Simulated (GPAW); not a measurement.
# Ge (Fd-3m) in GPAW: a series of runs

One crystal, Ge, is run at these levels: PBE; tasks: single point.

Program: GPAW 26.7.0. These are calculated values, not measurements. Logs are shortened: lines on timing, memory, paths and dates and some standing lists are left out, and cuts for length are marked. The log counts tension as positive stress, the text compression.

**Measured values to compare with.**

From “Electronic and optical properties of SixGe1-x-ySny alloys lattice-matched to Ge”, 2021, arxiv:2109.02782, for a bulk crystal of Ge at 300 K: band gap 0.807 eV (direct).

How close the calculation comes is told below.

## Step 1: The structure

Symmetry: Fd-3m, No. 227, cubic system. The conventional cell has a = 5.658 Å, b = 5.658 Å, c = 5.658 Å, α = 90.00°, β = 90.00°, γ = 90.00°. Ge (site symmetry -43m) is surrounded by 4 Ge at 2.45 Å.

## Step 2: Single point, PBE

The input, run.py:

```python
from ase.dft.bandgap import bandgap
from ase.io import read, write
from ase.units import GPa
from gpaw import GPAW, PW

atoms = read('POSCAR')

calc = GPAW(mode=PW(600),
            xc='PBE',
            kpts={'size': (8, 8, 8), 'gamma': True},
            occupations={'name': 'methfessel-paxton', 'order': 0, 'width': 0.019000000000000003},
            nbands=11,
            convergence={'density': 1e-05, 'energy': 1e-05},
            maxiter=150,
            txt='gpaw.txt')
atoms.calc = calc
energy = atoms.get_potential_energy()
forces = atoms.get_forces()
stress = atoms.get_stress()
calc.write('gs.gpw')
write('result.traj', atoms)
print(f'Energy: {energy:.6f} eV')
print('Forces (eV/A):')
print(forces.round(4))
print('Stress (GPa):', (stress / GPa).round(3))
print('Fermi level:', round(calc.get_fermi_level(), 4), 'eV')
print(f'Gap: {bandgap(calc)[0]:.4f} eV, direct: {bandgap(calc, direct=True)[0]:.4f} eV')
```

The input, POSCAR:

```
Ge
1.0
    0.0000000000      2.8289100000      2.8289100000
    2.8289100000      0.0000000000      2.8289100000
    2.8289100000      2.8289100000      0.0000000000
Ge
2
Direct
    0.7500000000      0.7500000000      0.7500000000
    0.5000000000      0.5000000000      0.5000000000
```

Potentials or basis: GPAW PAW data sets (gpaw-data 1.2.1), pw.

The run is started by

```sh
$ OMP_NUM_THREADS=1 python run.py
```

gpaw.txt:

```text
__  _  _
 | _ |_)|_||  |
 |__||  | ||/\| - 26.7.0

Input parameters:
  mode=PW(ecut=600.0),
  convergence={'density': 1e-05, 'energy': 1e-05},
  kpts=MonkhorstPack(size=(8, 8, 8), gamma=True),
  maxiter=150,
  nbands=11,
  occupations=Occupations(name='methfessel-paxton', order=0, width=0.019000000000000003),
  xc=XC(name='PBE')

Diagonalizing LCAO Hamiltonian
Converting LCAO to pw mode

           Ge

       Ge

Atoms  # Å, Bohr magnetons
|   | symbol |        x |        y |        z |    initial magnetic moments |
|---|--------|----------|----------|----------|-----------------------------|
| 0 |     Ge | 4.243365 | 4.243365 | 4.243365 | ( 0.0000,  0.0000,  0.0000) |
| 1 |     Ge | 2.828910 | 2.828910 | 2.828910 | ( 0.0000,  0.0000,  0.0000) |

Unit cell  # Å
| periodic |        x |        y |        z |  lengths |    angles |
|----------|----------|----------|----------|----------|-----------|
|      yes | 0.000000 | 2.828910 | 2.828910 | 4.000683 | 60.000000 |
|      yes | 2.828910 | 0.000000 | 2.828910 | 4.000683 | 60.000000 |
|      yes | 2.828910 | 2.828910 | 0.000000 | 4.000683 | 60.000000 |

Number of symmetries: 24
Symmetry operations  # r_c * U_cc + t_c -> r_c
|    | kind |            matrix            |
|----|------|------------------------------|
|  0 |  E   |  1, 0, 0,  0, 1, 0,  0, 0, 1 |
|  1 |  σ   |  1, 0, 0,  0, 0, 1,  0, 1, 0 |
|  2 |  σ   |  1, 0,-1,  0, 1,-1,  0, 0,-1 |
|  3 |  C3  |  1, 0,-1,  0, 0,-1,  0, 1,-1 |
|  4 |  C3  |  1,-1, 0,  0,-1, 1,  0,-1, 0 |
|  5 |  σ   |  1,-1, 0,  0,-1, 0,  0,-1, 1 |
|  6 |  σ   |  0, 1, 0,  1, 0, 0,  0, 0, 1 |
|  7 |  C3  |  0, 1, 0,  0, 0, 1,  1, 0, 0 |
|  8 |  C2  |  0, 1,-1,  1, 0,-1,  0, 0,-1 |
|  9 |  S4  |  0, 1,-1,  0, 0,-1,  1, 0,-1 |
| 10 |  C3  |  0, 0, 1,  1, 0, 0,  0, 1, 0 |
| 11 |  σ   |  0, 0, 1,  0, 1, 0,  1, 0, 0 |
| 12 |  S4  |  0, 0,-1,  1, 0,-1,  0, 1,-1 |
| 13 |  C3  |  0, 0,-1,  0, 1,-1,  1, 0,-1 |
| 14 |  S4  |  0,-1, 1,  1,-1, 0,  0,-1, 0 |
| 15 |  C2  |  0,-1, 1,  0,-1, 0,  1,-1, 0 |
| 16 |  C3  |  0,-1, 0,  1,-1, 0,  0,-1, 1 |
| 17 |  S4  |  0,-1, 0,  0,-1, 1,  1,-1, 0 |
| 18 |  S4  | -1, 1, 0, -1, 0, 1, -1, 0, 0 |
| 19 |  C3  | -1, 1, 0, -1, 0, 0, -1, 0, 1 |
| 20 |  C3  | -1, 0, 1, -1, 1, 0, -1, 0, 0 |
| 21 |  S4  | -1, 0, 1, -1, 0, 0, -1, 1, 0 |
| 22 |  σ   | -1, 0, 0, -1, 1, 0, -1, 0, 1 |
| 23 |  C2  | -1, 0, 0, -1, 0, 1, -1, 1, 0 |

BZ-sampling:
  Number of BZ points: 512
  Number of IBZ points: 29

  Monkhorst-Pack size: [8, 8, 8]
  Monkhorst-Pack shift: [0.0625, 0.0625, 0.0625]

K-points  # in reciprocal-cell coordinates
|     |                                coordinates |     weight |
|-----|--------------------------------------------|------------|
|   0 | (  0.00000000,   0.00000000,   0.00000000) | 0.00195312 |
|   1 | (  0.12500000,   0.12500000,   0.00000000) | 0.01171875 |
|   2 | (  0.12500000,   0.12500000,   0.12500000) | 0.01562500 |
|   3 | (  0.25000000,   0.12500000,   0.12500000) | 0.02343750 |
|   4 | (  0.25000000,   0.25000000,   0.00000000) | 0.01171875 |
|   5 | (  0.25000000,   0.25000000,   0.12500000) | 0.04687500 |
|   6 | (  0.25000000,   0.25000000,   0.25000000) | 0.01562500 |
|   7 | (  0.37500000,   0.25000000,  -0.37500000) | 0.04687500 |
|   8 | (  0.37500000,   0.25000000,   0.12500000) | 0.04687500 |
|   9 | (  0.37500000,   0.25000000,   0.25000000) | 0.04687500 |
| ... |                                            |            |
|  28 | (  0.50000000,   0.50000000,   0.50000000) | 0.00781250 |

Plane wave coefficients: 1540
Cutoff: 600.0 eV

Spin-components: 1 (collinear spins)
Bands:           11
Projectors:      10
Spin-degeneracy: 2
Datatype:        complex128

Parallelization:
  kpt:    1
  domain: 1
  band:   1

Density:
  Valence electrons: 8.0
  Components: 1
  Grid points: [24 24 24]
  Charge: 0.0  # |e|

Potential:
  Grid points: [24 24 24]

species:
  Ge:
    name:    Germanium
    Z:       32.0
    valence: 4
    core:    28
    charge:  0.0  # [|e|]
    compensation charges:
      type: gauss
      rc: 0.32  # [Å]
      lmax: 2
    cutoffs:
      filter: 1.77  # [Å]
      core: 3.42  # [Å]
    projectors
    | kind |    occ | energy [eV] | rcut [Å] |
    |------|--------|-------------|----------|
    |   4s |  2.000 |     -11.726 |    1.005 |
    |   4p |  2.000 |      -3.896 |    1.005 |
    |    s |        |      15.485 |    1.005 |
    |    p |        |      23.315 |    1.005 |
    |    d |        |       0.000 |    1.005 |

    Using partial waves for Ge as LCAO basis

Reference energy: -114195.275705  # eV

eigensolver:
  PPCG
  Converge bands: occupied
  niter=2

density mixing:
  MSR1-Mixer
  Pratt-step length: 0.05
  Maximum mixing coefficient: 0.75
  Old densities: 10
  SVD Regularization: 0.005
  Good broyden scale: 1.0
  Trust region scale: 1.0
  Backstep threshold: 4.0
  History deletion threshold: 6.0
  Fourier metric: weight=20.0, sigma=0.015

occupation numbers:
  Methfessel-Paxton:
    width: 0.0190  # eV
    order: 0

poisson solver:
  ecut: 4800.0  # eV

xc functional:
  name: PBE with 2 nearest neighbor stencil

convergence criteria:
- Maximum integral of absolute [dens]ity change: 1e-05 electrons / valence electron
- Maximum [total energy] change in last 3 cyles: 1e-05 eV / valence electron
- Maximum integral of absolute [eigenst]ate change: 4e-08 eV^2 / valence electron
maximum number of iterations: 150

SCF iterations
|iter     | |      energy | eigst |  dens |
|---------|-|-------------|-------|-------|
|iter:   1| |   -9.029611 | -0.45 |       |
|iter:   2| |   -9.026811 | -2.72 | -0.91 |
|iter:   3| |   -8.995514 | -2.68 | -0.93 |
|iter:   4| |   -8.995548 | -3.59 | -1.53 |
|iter:   5| |   -8.995637 | -5.23 | -2.48 |
|iter:   6| |   -8.995643 | -6.76 | -3.15 |
|iter:   7| |   -8.995643c| -7.89c| -3.76 |
|iter:   8| |   -8.995643c| -8.44c| -5.09c|

Converged in 8 steps
Energy contributions relative to reference atoms: (reference = -114195.275705)

Energy contributions:
  Kinetic:          26.103688
  Coulomb:         -23.288615
  Zero:              0.005562
  External:          0.000000
  Xc:              -11.816278
  Entropy:          -0.000000
  Spinorbit:         0.000000
  ----------------------------
  Free energy:      -8.995644
  Extrapolated:     -8.995643

dipole moment: (3.691730, 3.691730, 3.691730)  # |e|*Ang

Fermi level: 6.026
Eigenvalues  # (at kpt = [0.000, 0.000, 0.000])
| band index |      eig [eV] | occ [0-2] |
|------------|---------------|-----------|
|          0 |        -6.778 |     2.000 |
|          1 |         5.979 |     2.000 |
|          2 |         5.979 |     2.000 |
|          3 |         5.979 |     2.000 |
|          4 |         6.069 |     0.001 |
|          5 |         8.538 |     0.000 |
|          6 |         8.538 |     0.000 |
|          7 |         8.538 |     0.000 |
|          8 |        12.428 |     0.000 |
|          9 |        15.366 |     0.000 |
|         10 |        15.369 |     0.000 |

Gap: 0.090 eV
Transition (v -> c):
  (s=0, k=0, n=3, [0.00, 0.00, 0.00]) -> (s=0, k=0, n=4, [0.00, 0.00, 0.00])
No difference between direct/indirect transitions

Forces  # eV/Ang
|        x |        y |        z |
|----------|----------|----------|
| -0.00000 | -0.00000 | -0.00000 |  # Ge   0
| -0.00000 |  0.00000 |  0.00000 |  # Ge   1

Stress tensor  # eV/Ang^3
|         x |         y |         z |
|-----------|-----------|-----------|
| -0.023959 | -0.000000 |  0.000000 |
| -0.000000 | -0.023959 |  0.000000 |
|  0.000000 |  0.000000 | -0.023959 |

# Writing to gs.gpw (mode='')
```

Run time: 9.9 s. Hardware: 1 thread of Arm Neoverse V1, shared host; peak memory 0.14 GiB.

What came out:

| Property | Result |
| --- | --- |
| Free energy | -8.9956 eV |
| Pressure | 3.8 GPa |
| Band gap on the k mesh | 0.09 eV, direct |

## Step 3: Single point, PBE

run.py, as its differences from that of step 2:

```diff
@@ -10,3 +10,3 @@
             kpts={'size': (8, 8, 8), 'gamma': True},
-            occupations={'name': 'methfessel-paxton', 'order': 0, 'width': 0.019000000000000003},
+            occupations={'name': 'methfessel-paxton', 'order': 0, 'width': 0.02},
             nbands=11,
```

POSCAR is that of step 2.

Potentials or basis: GPAW PAW data sets (gpaw-data 1.2.1), pw.

The run is started by

```sh
$ OMP_NUM_THREADS=1 python run.py
```

It took 9.9 s on 1 thread of Arm Neoverse V1, shared host; peak memory 0.14 GiB.

The run converged. Its results:

| Property | Result |
| --- | --- |
| Free energy | -8.9956 eV |
| Pressure | 3.8 GPa |
| Band gap on the k mesh | 0.09 eV, direct |

Levels at points of the mesh, in eV from the valence-band top:
| k point | band 1 | band 2 | band 3 | band 4 | band 5 | band 6 | band 7 |
| --- | --- | --- | --- | --- | --- | --- | --- |
| (0.00, 0.00, 0.00) | -12.76 | 0.00 | 0.00 | 0.00 | 0.09 | 2.56 | 2.56 |
| (0.50, 0.50, 0.00) | -8.88 | -8.88 | -3.07 | -3.07 | 0.74 | 0.74 | 9.54 |
| (0.50, 0.50, 0.50) | -10.68 | -7.59 | -1.40 | -1.40 | 0.20 | 3.75 | 3.75 |

## Step 4: Comparison with measurements

Step 2. Against the measured gap of Ge, 0.807 eV (direct; 300 K; “Electronic and optical properties of SixGe1-x-ySny alloys lattice-matched to Ge”, 2021, arxiv:2109.02782), the calculated 0.09 eV is off by -0.72 eV. 3 values of this kind are on record (0.666 to 0.807 eV); this one was drawn at random among those near their median. Spin-orbit coupling on Ge is left out. The value is that of PBE on a finite k mesh, which can miss the band edges, without temperature or zero-point motion. Semilocal functionals fall short of measured gaps as a rule.

Step 3. Against the measured gap of Ge, 0.807 eV (direct; 300 K; “Electronic and optical properties of SixGe1-x-ySny alloys lattice-matched to Ge”, 2021, arxiv:2109.02782), the calculated 0.09 eV is off by -0.72 eV. 3 values of this kind are on record (0.666 to 0.807 eV); this one was drawn at random among those near their median. Spin-orbit coupling on Ge is left out. The value is that of PBE on a finite k mesh, which can miss the band edges, without temperature or zero-point motion. Semilocal functionals fall short of measured gaps as a rule.
